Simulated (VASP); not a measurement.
# WSe2 in VASP: single point with LDA

Aim: the single point of WSe2 with LDA.

Everything below comes from runs of VASP 6.6.1. Logs are shortened: lines on timing, memory, paths and dates and some standing lists are left out, and cuts for length are marked.

## (1) The sheet as given

The cell holds a sheet with vacuum, 6 atoms: a = 3.282 Å, b = 3.282 Å, c = 27.830 Å, α = 90.00°, β = 90.00°, γ = 120.00°.

The cell was built by a generator and needn't be a form met in nature.

## (2) Single point, LDA, non-collinear spin, zero start, spin-orbit coupling

INCAR

```
SYSTEM = WSe2
ALGO = Fast ; EDIFF = 1E-6
ENCUT = 520 ; GGA_COMPAT = .FALSE.
ISIF = 2 ; ISMEAR = -1
LASPH = .TRUE. ; LCHARG = .FALSE.
LMAXMIX = 4 ; LORBIT = 11
LREAL = .FALSE. ; LSORBIT = .TRUE.
LWAVE = .FALSE. ; MAGMOM = 0 0 0 0 0 0 0 0 0 0 0 0 0 0 0 0 0 0
NBANDS = 68 ; NELM = 80
PREC = Accurate ; SIGMA = 0.05
```

KPOINTS

```
k-points
0
G
  6 6 1
  0 0 0
```

POSCAR

```
WSe2
1.0
    3.2820000000      0.0000000000      0.0000000000
   -1.6410000000      2.8422950000      0.0000000000
    0.0000000000      0.0000000000     27.8300000000
Se W
4 2
Direct
    0.6666670000      0.3333330000      0.3242330000
    0.6666670000      0.3333330000      0.4455050000
    0.3333330000      0.6666670000      0.5544950000
    0.3333330000      0.6666670000      0.6757670000
    0.3333330000      0.6666670000      0.3848810000
    0.6666670000      0.3333330000      0.6151190000
```

Potentials or basis: VASP PAW LDA potentials, release 64 (Se, W_sv).

The run is started by

```sh
cat potpaw_LDA.64/Se/POTCAR potpaw_LDA.64/W_sv/POTCAR > POTCAR
mpirun -np 1 vasp_ncl > vasp.out
```

OUTCAR:

```text
SYSTEM = WSe2
   EDIFF = 1E-6
   ENCUT = 520
   ISIF = 2
   ISMEAR = -1
   LASPH = .TRUE.
   LORBIT = 11
   LREAL = .FALSE.
   LSORBIT = .TRUE.
   NELM = 80
   PREC = Accurate

 ion  position               nearest neighbor table
   1  0.667  0.333  0.324-   5 2.54   5 2.54   5 2.54
   2  0.667  0.333  0.446-   5 2.54   5 2.54   5 2.54
   3  0.333  0.667  0.554-   6 2.54   6 2.54   6 2.54
   4  0.333  0.667  0.676-   6 2.54   6 2.54   6 2.54
   5  0.333  0.667  0.385-   2 2.54   2 2.54   2 2.54   1 2.54   1 2.54   1 2.54
   6  0.667  0.333  0.615-   3 2.54   3 2.54   3 2.54   4 2.54   4 2.54   4 2.54

  LATTYP: Found a hexagonal cell.
 ALAT       =     3.2820000000
 C/A-ratio  =     8.4795856185

  Lattice vectors:

 A1 = (   3.2820000000,   0.0000000000,   0.0000000000)
 A2 = (  -1.6410000000,   2.8422950000,   0.0000000000)
 A3 = (   0.0000000000,   0.0000000000,  27.8300000000)

Analysis of symmetry for initial positions (statically):
=====================================================================
 Subroutine PRICEL returns:
 Original cell was already a primitive cell.

 Routine SETGRP: Setting up the symmetry group for a
 hexagonal supercell.

 Subroutine GETGRP returns: Found 12 space group operations
 (whereof 12 operations were pure point group operations)
 out of a pool of 24 trial point group operations.

The static configuration has the point symmetry D_3d.

Analysis of symmetry for dynamics (positions and initial velocities):
=====================================================================
 Subroutine PRICEL returns:
 Original cell was already a primitive cell.

 Routine SETGRP: Setting up the symmetry group for a
 hexagonal supercell.

 Subroutine GETGRP returns: Found 12 space group operations
 (whereof 12 operations were pure point group operations)
 out of a pool of 24 trial point group operations.

The dynamic configuration has the point symmetry D_3d.

Analysis of structural, dynamic, and magnetic symmetry:
=====================================================================
 Subroutine PRICEL returns:
 Original cell was already a primitive cell.

 Routine SETGRP: Setting up the symmetry group for a
 hexagonal supercell.

 Subroutine GETGRP returns: Found 12 space group operations
 (whereof 12 operations were pure point group operations)
[... 634 lines left out ...]
     3.282000000  0.000000000  0.000000000     0.304692261  0.175914182  0.000000000
    -1.641000000  2.842295000  0.000000000     0.000000000  0.351828364  0.000000000
     0.000000000  0.000000000 27.830000000     0.000000000  0.000000000  0.035932447

 POSITION                                       TOTAL-FORCE (eV/Angst)
 -----------------------------------------------------------------------------------
      1.64100      0.94743      9.02340         0.000000     -0.000000      0.503087
      1.64100      0.94743     12.39840        -0.000000      0.000000     -0.431096
     -0.00000      1.89486     15.43160         0.000000     -0.000000      0.431096
     -0.00000      1.89486     18.80660        -0.000000      0.000000     -0.503087
     -0.00000      1.89486     10.71124         0.000000     -0.000000     -0.071953
      1.64100      0.94743     17.11876        -0.000000      0.000000      0.071953
 -----------------------------------------------------------------------------------
    total drift:                                0.000000      0.000000     -0.000000

  FREE ENERGIE OF THE ION-ELECTRON SYSTEM (eV)
  ---------------------------------------------------
  free  energy   TOTEN  =       -49.9916220036 eV

  energy  without entropy=      -49.9916186571  energy(sigma->0) =      -49.99162033

 Spin-Orbit-Coupling matrix elements

 Ion:    1  E_soc:     -0.0455000
 l=   1
     0.0000000    -0.0073742    -0.0080515
    -0.0073742     0.0000000    -0.0073742
    -0.0080515    -0.0073742     0.0000000
 l=   2
     0.0000000     0.0000061     0.0000000     0.0000061     0.0000026
     0.0000061     0.0000000     0.0000045     0.0000136     0.0000061
     0.0000000     0.0000045     0.0000000     0.0000045     0.0000000
     0.0000061     0.0000136     0.0000045     0.0000000     0.0000061
     0.0000026     0.0000061     0.0000000     0.0000061     0.0000000
 l=   3
     0.0000000     0.0000000     0.0000000     0.0000000     0.0000000     0.0000000     0.0000000
     0.0000000     0.0000000     0.0000000     0.0000000     0.0000000     0.0000000     0.0000000
     0.0000000     0.0000000     0.0000000     0.0000000     0.0000000     0.0000000     0.0000000
     0.0000000     0.0000000     0.0000000     0.0000000     0.0000000     0.0000000     0.0000000
[... 89 lines left out ...]
 l=   2
     0.0000000    -0.0058559     0.0000000    -0.0058559    -0.0266560
    -0.0058559     0.0000000    -0.0183877    -0.0051889    -0.0058559
     0.0000000    -0.0183877     0.0000000    -0.0183877     0.0000000
    -0.0058559    -0.0051889    -0.0183877     0.0000000    -0.0058559
    -0.0266560    -0.0058559     0.0000000    -0.0058559     0.0000000
 l=   3
     0.0000000     0.0000000     0.0000000     0.0000000     0.0000000     0.0000000     0.0000000
     0.0000000     0.0000000     0.0000000     0.0000000     0.0000000     0.0000000     0.0000000
     0.0000000     0.0000000     0.0000000     0.0000000     0.0000000     0.0000000     0.0000000
     0.0000000     0.0000000     0.0000000     0.0000000     0.0000000     0.0000000     0.0000000
     0.0000000     0.0000000     0.0000000     0.0000000     0.0000000     0.0000000     0.0000000
     0.0000000     0.0000000     0.0000000     0.0000000     0.0000000     0.0000000     0.0000000
     0.0000000     0.0000000     0.0000000     0.0000000     0.0000000     0.0000000     0.0000000

 total charge

# of ion       s       p       d       tot
------------------------------------------
    1        1.478   2.348   0.068   3.894
    2        1.480   2.343   0.070   3.894
    3        1.480   2.343   0.070   3.894
    4        1.478   2.348   0.068   3.894
    5        2.311   6.279   3.419  12.008
    6        2.311   6.279   3.419  12.008
--------------------------------------------------
tot         10.538  21.939   7.113  39.590

 magnetization (x)

# of ion       s       p       d       tot
------------------------------------------
    1       -0.000   0.000   0.000  -0.000
    2        0.000   0.000  -0.000  -0.000
    3        0.000   0.000  -0.000   0.000
    4       -0.000   0.000   0.000   0.000
    5       -0.000   0.000   0.000   0.000
    6       -0.000   0.000   0.000  -0.000
--------------------------------------------------
tot         -0.000   0.000  -0.000   0.000

 magnetization (y)

# of ion       s       p       d       tot
------------------------------------------
    1       -0.000  -0.000   0.000  -0.000
    2        0.000   0.000   0.000   0.000
    3       -0.000   0.000   0.000  -0.000
    4        0.000  -0.000   0.000  -0.000
    5       -0.000  -0.000   0.000   0.000
    6       -0.000  -0.000   0.000   0.000
--------------------------------------------------
tot          0.000  -0.000   0.000   0.000

 magnetization (z)

# of ion       s       p       d       tot
------------------------------------------
    1        0.000   0.000   0.000   0.000
    2        0.000   0.000   0.000   0.000
    3        0.000   0.000   0.000   0.000
    4        0.000   0.000   0.000   0.000
    5        0.000   0.000   0.000   0.000
    6        0.000   0.000   0.000   0.000
--------------------------------------------------
tot          0.000   0.000   0.000   0.000
```

stdout:

```text
POSCAR found type information on POSCAR SeW
 POSCAR found :  2 types and       6 ions
 scaLAPACK will be used
 LDA part: xc-table for (Slater(with rela. corr.)+CA(PZ))
 , standard interpolation
 POSCAR, INCAR and KPOINTS ok, starting setup
 FFT: planning ... GRIDC
 FFT: planning ... GRID_SOFT
 FFT: planning ... GRID
 WAVECAR not read
 entering main loop
WARNING in EDDRMM: call to ZHEGV failed, returncode =   6  3     54
```

It took 4.9 min on 1 thread of Intel Xeon 6975P-C (Granite Rapids), shared host; peak memory 0.71 GiB.

Results:

```
Free energy                                           : -49.9916 eV
Largest force                                         : 0.503 eV/Å
Net moment                                            : 0.00 μB per cell
Valence electrons inside the program's atomic spheres : Se 3.89; W 12.01
```

Forces on the atoms (eV/Å):
```
Se   0.000  0.000  0.503
Se   0.000  0.000 -0.431
Se   0.000  0.000  0.431
Se   0.000  0.000 -0.503
W    0.000  0.000 -0.072
W    0.000  0.000  0.072
```

Moments on the atoms (μB; x, y, z):
```
Se  0.00 0.00 0.00
Se  0.00 0.00 0.00
Se  0.00 0.00 0.00
Se  0.00 0.00 0.00
W   0.00 0.00 0.00
W   0.00 0.00 0.00
```

Caveat: the k mesh is coarse (spacing up to 0.37 Å⁻¹), so the values aren't converged.
